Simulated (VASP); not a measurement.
# Lu (P6_3/mmc) in VASP: a series of runs

The runs below take Lu through single point, with PBE.

Everything below comes from runs of VASP 6.6.1. Logs are shortened: lines on timing, memory, paths and dates and some standing lists are left out, and cuts for length are marked.

## Step 1: The crystal as given

Symmetry: P6_3/mmc, No. 194, hexagonal system. The conventional cell has a = 3.503 Å, b = 3.503 Å, c = 5.551 Å, α = 90.00°, β = 90.00°, γ = 120.00°. Around Lu (site symmetry -6m2) lie 12 Lu at 3.43 to 3.50 Å.

## Step 2: Single point, PBE

The input, INCAR:

```
SYSTEM = Lu
  PREC = Accurate
  ENCUT = 700
  EDIFF = 1E-6
  ISMEAR = 0
  SIGMA = 0.1
  LREAL = .False.
  LASPH = .True.
  NELM = 100
  ALGO = Normal
  ISIF = 2
  LWAVE = .False.
  LCHARG = .False.
  GGA = PE
  ADDGRID = .False.
```

The input, KPOINTS:

```
regular mesh
0
Gamma
  11 11 6
  0 0 0
```

The input, POSCAR:

```
Lu
1.0
    3.5031000000      0.0000000000      0.0000000000
   -1.7515500000      3.0337735920      0.0000000000
    0.0000000000      0.0000000000      5.5509000000
Lu
2
Direct
    0.6666666667      0.3333333333      0.7500000000
    0.3333333333      0.6666666667      0.2500000000
```

Potentials or basis: VASP PAW PBE potentials, release 64 (Lu_3), 4f in core.

Launch:

```bash
$ cat potpaw_PBE.64/Lu_3/POTCAR > POTCAR
$ mpirun -np 1 vasp_std > vasp.out
```

OUTCAR:

```text
SYSTEM = Lu
   PREC = Accurate
   ENCUT = 700
   EDIFF = 1E-6
   ISMEAR = 0
   LREAL = .False.
   LASPH = .True.
   NELM = 100
   ISIF = 2
   GGA = PE

 Found     64 irreducible k-points:

 Following reciprocal coordinates:
            Coordinates               Weight
  0.000000  0.000000  0.000000      1.000000
  0.090909  0.000000  0.000000      6.000000
  0.181818  0.000000  0.000000      6.000000
  0.272727 -0.000000  0.000000      6.000000
  0.363636  0.000000  0.000000      6.000000
  0.454545  0.000000  0.000000      6.000000
   k-points           NKPTS =     64   k-points in BZ     NKDIM =     64   number of bands    NBANDS=     13
   number of dos      NEDOS =    301   number of ions     NIONS =      2
   total plane-waves  NPLWV =  43200
   dimension x,y,z NGX =    30 NGY =   30 NGZ =   48
   dimension x,y,z NGXF=    60 NGYF=   60 NGZF=   96
   ions per type =               2
   NGX,Y,Z   is equivalent  to a cutoff of  14.24, 14.24, 14.38 a.u.
   NGXF,Y,Z  is equivalent  to a cutoff of  28.47, 28.47, 28.75 a.u.
 SYSTEM =  Lu
   PREC   = accura    normal or accurate (medium, high low for compatibility)
   ISTART =      0    job   : 0-new  1-cont  2-samecut
   ICHARG =      2    charge: 1-file 2-atom 10-const
   ISPIN  =      1    spin polarized calculation?
   LNONCOLLINEAR =      F non collinear calculations
   LSORBIT =      F    spin-orbit coupling
   LASPH  =      T    aspherical Exc in radial PAW
   ENCUT  =  700.0 eV  51.45 Ry    7.17 a.u.   7.56  7.56 11.97*2*pi/ulx,y,z
   NELM   =    100;   NELMIN=  2; NELMDL= -5     # of ELM steps
   EDIFF  = 0.1E-05   stopping-criterion for ELM
   LREAL  =      F    real-space projection
   EDIFFG = 0.1E-04   stopping-criterion for IOM
   NSW    =      0    number of steps for IOM
   IBRION =     -1    ionic relax: 0-MD 1-quasi-New 2-CG
   NFREE  =      0    steps in history (QN), initial steepest desc. (CG)
   ISIF   =      2    stress and relaxation
   ISYM   =      2    0-nonsym 1-usesym 2-fastsym
   POTIM  = 0.5000    time-step for ionic-motion
   TEBEG  =    0.0;   TEEND  =   0.0 temperature during run
   PSTRESS=    0.0 pullay stress
   NELECT =      18.0000    total number of electrons
   NUPDOWN=      -1.0000    fix difference up-down
   EMIN   =  10.00;   EMAX   =-10.00  energy-range for DOS
   EFERMI =   0.00;   METHOD = LEGACY
   ISMEAR =     0;   SIGMA  =   0.10  broadening in eV -4-tet -1-fermi 0-gaus
   EFERMI_NEDOS =   21; number of points for ismear=-14 and -15
   IALGO  =     38    algorithm
   IMIX   =      4    mixing-type and parameters
     AMIX     =   0.40;   BMIX     =  1.00
     AMIX_MAG =   1.60;   BMIX_MAG =  1.00
  volume/ion in A,a.u.               =      29.50       199.05
  Fermi-wavevector in a.u.,A,eV,Ry     =   1.102130  2.082723 16.526853  1.214689
  Thomas-Fermi vector in A             =   2.238568
   LORBIT       =      0    0 simple, 1 ext, 2 COOP (PROOUT), +10 PAW based schemes
   GGA     = PE    functional components
   LHFCALC =     F    Hartree Fock is set to
   AEXX    =    0.0000 exact exchange contribution
   IVDW    =     0    specifies the selected vdW correction
   LEPSILON=     F    determine dielectric tensor
   LRPA    =     F    only Hartree local field effects (RPA)
 non-spin polarized calculation
 Gauss-broadening in eV      SIGMA  =   0.10
  energy-cutoff  :      700.00
  volume of cell :       58.99
 maximum number of plane-waves:      2502
   NGX = 15   NGY = 15   NGZ = 23

 number of electron      18.0000000 magnetization

 Free energy of the ion-electron system (eV)
  ---------------------------------------------------
  ext. energy  EPLUGINS =         0.00000000
  ---------------------------------------------------
  free energy    TOTEN  =        -8.91527836 eV

  energy without entropy =       -8.89998479  energy(sigma->0) =       -8.90763157

 E-fermi :   2.7789     XC(G=0):  -9.9080

 val. band max:        2.7661560190   @ k =   0.3636   0.0000   0.0000
 cond. band min:       2.8159986915   @ k =   0.3636   0.1818   0.3333
 fundamental gap:      0.0498426725
 Fermi energy:         2.7788607499

 k-point     1 :       0.0000    0.0000    0.0000
  band No.  band energies     occupation
      1     -24.2688      2.00000
      2     -23.8602      2.00000
      3     -23.8602      2.00000
      4     -23.7842      2.00000
      5     -23.7842      2.00000
      6     -23.7579      2.00000
      7      -3.2477      2.00000
      8       0.3402      2.00000
      9       3.3275      0.00000
     10       4.9921      0.00000
     11       4.9930      0.00000
     12       5.2728      0.00000
     13       5.6935      0.00000

 k-point     2 :       0.0909    0.0000    0.0000
  band No.  band energies     occupation
      1     -24.2561      2.00000
      2     -23.8865      2.00000
      3     -23.8690      2.00000
      4     -23.8120      2.00000
      5     -23.7880      2.00000
      6     -23.7637      2.00000
      7      -3.0510      2.00000
      8       0.5420      2.00000
      9       3.1936      0.00000
     10       4.5002      0.00000
     11       5.1789      0.00000
     12       5.4438      0.00000
     13       5.6788      0.00000
[... 33 lines left out ...]
 k-point     5 :       0.3636    0.0000    0.0000
  band No.  band energies     occupation
      1     -24.1359      2.00000
      2     -24.1075      2.00000
      3     -24.0565      2.00000
      4     -23.9464      2.00000
      5     -23.8472      2.00000
      6     -23.8282      2.00000
      7      -0.6271      2.00000
      8       1.8149      2.00000
      9       2.1477      2.00000
     10       2.7662      1.14259
     11       4.5257      0.00000
     12       4.5902      0.00000
     13       4.9112      0.00000

 k-point     6 :       0.4545    0.0000    0.0000
  band No.  band energies     occupation
      1     -24.1868      2.00000
      2     -24.1031      2.00000
      3     -24.0603      2.00000
      4     -23.9613      2.00000
      5     -23.8810      2.00000
      6     -23.8370      2.00000
      7       0.2589      2.00000
      8       1.4967      2.00000
      9       1.9657      2.00000
     10       2.5038      1.99990
     11       4.3301      0.00000
     12       4.7392      0.00000
     13       5.0346      0.00000

 [... further k-points ...]

------------------------ aborting loop because EDIFF is reached ----------------------------------------

  FORCE on cell =-STRESS in cart. coord.  units (eV):
  Direction    XX          YY          ZZ          XY          YZ          ZX
  --------------------------------------------------------------------------------------
  -------------------------------------------------------------------------------------
  Total        0.0972757      0.0972757     -0.3572340      0.0000000     -0.0000000      0.0000000
  in kB        2.6418974      2.6418974     -9.7020679      0.0000000     -0.0000000      0.0000000
  external PRESSURE =      -1.4727577 kB  Pullay stress =       0.0000000 kB

 VOLUME and BASIS-vectors are now :
 -----------------------------------------------------------------------------
  energy-cutoff  :      700.00
  volume of cell :       58.99
      direct lattice vectors                 reciprocal lattice vectors
     3.503100000  0.000000000  0.000000000     0.285461448  0.164811244  0.000000000
    -1.751550000  3.033773592  0.000000000     0.000000000  0.329622488  0.000000000
     0.000000000  0.000000000  5.550900000     0.000000000  0.000000000  0.180150967

 POSITION                                       TOTAL-FORCE (eV/Angst)
 -----------------------------------------------------------------------------------
      1.75155      1.01126      4.16318         0.000000     -0.000000      0.000000
     -0.00000      2.02252      1.38773        -0.000000      0.000000      0.000000
 -----------------------------------------------------------------------------------
    total drift:                               -0.000000      0.000000     -0.000000

  FREE ENERGIE OF THE ION-ELECTRON SYSTEM (eV)
  ---------------------------------------------------
  free  energy   TOTEN  =        -8.9152783563 eV

  energy  without entropy=       -8.8999847919  energy(sigma->0) =       -8.90763157
```

Run time: 39 s. Hardware: 1 thread of Intel Xeon 6975P-C (Granite Rapids), shared host; peak memory 0.23 GiB.

These settings aren't checked as converged: the numbers below hold their error.

Results:

```yaml
Free_energy: -8.9153 eV
Pressure: -0.1 GPa
Band_gap_on_the_k_mesh: none (metal or under the smearing width)
```

## Step 3: Single point, PBE

INCAR is that of step 2.

KPOINTS is that of step 2.

The input, POSCAR:

```
Lu
1.0
    3.5031000000      0.0000000000      0.0000000000
   -1.7515500000      3.0337735920      0.0000000000
    0.0000000000      0.0000000000      5.5509000000
Lu
2
Direct
    0.6483880000      0.2977880000      0.7516770000
    0.3414390000      0.6668870000      0.2457360000
```

Potentials or basis: VASP PAW PBE potentials, release 64 (Lu_3), 4f in core.

Launch:

```bash
$ cat potpaw_PBE.64/Lu_3/POTCAR > POTCAR
$ mpirun -np 1 vasp_std > vasp.out
```

OUTCAR:

```text
SYSTEM = Lu
   PREC = Accurate
   ENCUT = 700
   EDIFF = 1E-6
   ISMEAR = 0
   LREAL = .False.
   LASPH = .True.
   NELM = 100
   ISIF = 2
   GGA = PE

 Found    364 irreducible k-points:

 Following reciprocal coordinates:
            Coordinates               Weight
  0.000000  0.000000  0.000000      1.000000
  0.090909  0.000000  0.000000      2.000000
  0.000000  0.090909  0.000000      2.000000
 -0.090909  0.090909  0.000000      2.000000
  0.181818  0.000000  0.000000      2.000000
  0.000000  0.181818  0.000000      2.000000
   k-points           NKPTS =    364   k-points in BZ     NKDIM =    364   number of bands    NBANDS=     13
   number of dos      NEDOS =    301   number of ions     NIONS =      2
   total plane-waves  NPLWV =  43200
   dimension x,y,z NGX =    30 NGY =   30 NGZ =   48
   dimension x,y,z NGXF=    60 NGYF=   60 NGZF=   96
   ions per type =               2
   NGX,Y,Z   is equivalent  to a cutoff of  14.24, 14.24, 14.38 a.u.
   NGXF,Y,Z  is equivalent  to a cutoff of  28.47, 28.47, 28.75 a.u.
 SYSTEM =  Lu
   PREC   = accura    normal or accurate (medium, high low for compatibility)
   ISTART =      0    job   : 0-new  1-cont  2-samecut
   ICHARG =      2    charge: 1-file 2-atom 10-const
   ISPIN  =      1    spin polarized calculation?
   LNONCOLLINEAR =      F non collinear calculations
   LSORBIT =      F    spin-orbit coupling
   LASPH  =      T    aspherical Exc in radial PAW
   ENCUT  =  700.0 eV  51.45 Ry    7.17 a.u.   7.56  7.56 11.97*2*pi/ulx,y,z
   NELM   =    100;   NELMIN=  2; NELMDL= -5     # of ELM steps
   EDIFF  = 0.1E-05   stopping-criterion for ELM
   LREAL  =      F    real-space projection
   EDIFFG = 0.1E-04   stopping-criterion for IOM
   NSW    =      0    number of steps for IOM
   IBRION =     -1    ionic relax: 0-MD 1-quasi-New 2-CG
   NFREE  =      0    steps in history (QN), initial steepest desc. (CG)
   ISIF   =      2    stress and relaxation
   ISYM   =      2    0-nonsym 1-usesym 2-fastsym
   POTIM  = 0.5000    time-step for ionic-motion
   TEBEG  =    0.0;   TEEND  =   0.0 temperature during run
   PSTRESS=    0.0 pullay stress
   NELECT =      18.0000    total number of electrons
   NUPDOWN=      -1.0000    fix difference up-down
   EMIN   =  10.00;   EMAX   =-10.00  energy-range for DOS
   EFERMI =   0.00;   METHOD = LEGACY
   ISMEAR =     0;   SIGMA  =   0.10  broadening in eV -4-tet -1-fermi 0-gaus
   EFERMI_NEDOS =   21; number of points for ismear=-14 and -15
   IALGO  =     38    algorithm
   IMIX   =      4    mixing-type and parameters
     AMIX     =   0.40;   BMIX     =  1.00
     AMIX_MAG =   1.60;   BMIX_MAG =  1.00
  volume/ion in A,a.u.               =      29.50       199.05
  Fermi-wavevector in a.u.,A,eV,Ry     =   1.102130  2.082723 16.526853  1.214689
  Thomas-Fermi vector in A             =   2.238568
   LORBIT       =      0    0 simple, 1 ext, 2 COOP (PROOUT), +10 PAW based schemes
   GGA     = PE    functional components
   LHFCALC =     F    Hartree Fock is set to
   AEXX    =    0.0000 exact exchange contribution
   IVDW    =     0    specifies the selected vdW correction
   LEPSILON=     F    determine dielectric tensor
   LRPA    =     F    only Hartree local field effects (RPA)
 non-spin polarized calculation
 Gauss-broadening in eV      SIGMA  =   0.10
  energy-cutoff  :      700.00
  volume of cell :       58.99
 maximum number of plane-waves:      2502
   NGX = 15   NGY = 15   NGZ = 23

 number of electron      18.0000001 magnetization

 Free energy of the ion-electron system (eV)
  ---------------------------------------------------
  ext. energy  EPLUGINS =         0.00000000
  ---------------------------------------------------
  free energy    TOTEN  =        -8.90304198 eV

  energy without entropy =       -8.88661833  energy(sigma->0) =       -8.89483015

 E-fermi :   2.7747     XC(G=0):  -9.9074

 val. band max:        2.7698523150   @ k =   0.0000   0.3636   0.0000
 cond. band min:       2.7802671398   @ k =   0.2727   0.2727   0.5000
 fundamental gap:      0.0104148248
 Fermi energy:         2.7747121261

 k-point     1 :       0.0000    0.0000    0.0000
  band No.  band energies     occupation
      1     -24.2742      2.00000
      2     -23.8720      2.00000
      3     -23.8482      2.00000
      4     -23.7895      2.00000
      5     -23.7795      2.00000
      6     -23.7578      2.00000
      7      -3.2471      2.00000
      8       0.3420      2.00000
      9       3.3264      0.00000
     10       4.9436      0.00000
     11       5.0486      0.00000
     12       5.2020      0.00000
     13       5.6245      0.00000

 k-point     2 :       0.0909    0.0000    0.0000
  band No.  band energies     occupation
      1     -24.2623      2.00000
      2     -23.8857      2.00000
      3     -23.8697      2.00000
      4     -23.8155      2.00000
      5     -23.7847      2.00000
      6     -23.7628      2.00000
      7      -3.0510      2.00000
      8       0.5412      2.00000
      9       3.1834      0.00000
     10       4.5214      0.00000
     11       5.1449      0.00000
     12       5.3685      0.00000
     13       5.6486      0.00000

 k-point     3 :       0.0000    0.0909    0.0000
  band No.  band energies     occupation
      1     -24.2607      2.00000
      2     -23.8976      2.00000
      3     -23.8581      2.00000
      4     -23.8082      2.00000
      5     -23.7920      2.00000
      6     -23.7645      2.00000
      7      -3.0495      2.00000
      8       0.5474      2.00000
      9       3.2034      0.00000
     10       4.4630      0.00000
     11       5.2491      0.00000
     12       5.3526      0.00000
     13       5.8228      0.00000

 k-point     4 :      -0.0909    0.0909    0.0000
  band No.  band energies     occupation
      1     -24.2618      2.00000
      2     -23.8903      2.00000
      3     -23.8651      2.00000
      4     -23.8139      2.00000
      5     -23.7865      2.00000
      6     -23.7633      2.00000
      7      -3.0505      2.00000
      8       0.5431      2.00000
      9       3.1890      0.00000
     10       4.5052      0.00000
     11       5.1691      0.00000
     12       5.3830      0.00000
     13       5.5976      0.00000

 k-point     5 :       0.1818    0.0000    0.0000
  band No.  band energies     occupation
      1     -24.2287      2.00000
      2     -23.9518      2.00000
      3     -23.8987      2.00000
      4     -23.8851      2.00000
      5     -23.7967      2.00000
      6     -23.7777      2.00000
      7      -2.4886      2.00000
      8       1.0761      2.00000
      9       2.8284      0.44731
     10       3.8127      0.00000
     11       4.8142      0.00000
     12       5.4973      0.00000
     13       5.6823      0.00000

 k-point     6 :       0.0000    0.1818    0.0000
  band No.  band energies     occupation
      1     -24.2221      2.00000
      2     -23.9664      2.00000
      3     -23.8835      2.00000
      4     -23.8822      2.00000
      5     -23.8011      2.00000
      6     -23.7846      2.00000
      7      -2.4816      2.00000
      8       1.1066      2.00000
      9       2.9019      0.07195
     10       3.7457      0.00000
     11       4.8339      0.00000
     12       5.2688      0.00000
     13       5.7594      0.00000

 [... further k-points ...]

------------------------ aborting loop because EDIFF is reached ----------------------------------------

  FORCE on cell =-STRESS in cart. coord.  units (eV):
  Direction    XX          YY          ZZ          XY          YZ          ZX
  --------------------------------------------------------------------------------------
  -------------------------------------------------------------------------------------
  Total       -0.0380631      0.2056124     -0.3039801     -0.0380373     -0.0225884     -0.0044589
  in kB       -1.0337490      5.5841964     -8.2557513     -1.0330493     -0.6134749     -0.1210973
  external PRESSURE =      -1.2351013 kB  Pullay stress =       0.0000000 kB

 VOLUME and BASIS-vectors are now :
 -----------------------------------------------------------------------------
  energy-cutoff  :      700.00
  volume of cell :       58.99
      direct lattice vectors                 reciprocal lattice vectors
     3.503100000  0.000000000  0.000000000     0.285461448  0.164811244  0.000000000
    -1.751550000  3.033773592  0.000000000     0.000000000  0.329622488  0.000000000
     0.000000000  0.000000000  5.550900000     0.000000000  0.000000000  0.180150967

 POSITION                                       TOTAL-FORCE (eV/Angst)
 -----------------------------------------------------------------------------------
      1.74978      0.90342      4.17248         0.040939      0.170899     -0.139374
      0.02801      2.02318      1.36406        -0.040939     -0.170899      0.139374
 -----------------------------------------------------------------------------------
    total drift:                               -0.000000     -0.000002     -0.000000

  FREE ENERGIE OF THE ION-ELECTRON SYSTEM (eV)
  ---------------------------------------------------
  free  energy   TOTEN  =        -8.9030419766 eV

  energy  without entropy=       -8.8866183298  energy(sigma->0) =       -8.89483015
```

stdout:

```text
POSCAR found type information on POSCAR Lu
 POSCAR found :  1 types and       2 ions
 scaLAPACK will be used
 LDA part: xc-table for (Slater+PW92), standard interpolation
 POSCAR, INCAR and KPOINTS ok, starting setup
 FFT: planning ... GRIDC
 FFT: planning ... GRID_SOFT
 FFT: planning ... GRID
 WAVECAR not read
 entering main loop
```

Wall time 3.2 min (1 thread of Intel Xeon 6975P-C (Granite Rapids), shared host); peak memory 0.51 GiB.

These settings aren't checked as converged: the numbers below hold their error.

Results:

```
Free energy            : -8.9030 eV
Pressure               : -0.1 GPa
Largest force          : 0.224 eV/Å
Band gap on the k mesh : none (metal or under the smearing width)
```

[end of part 1 of 2]
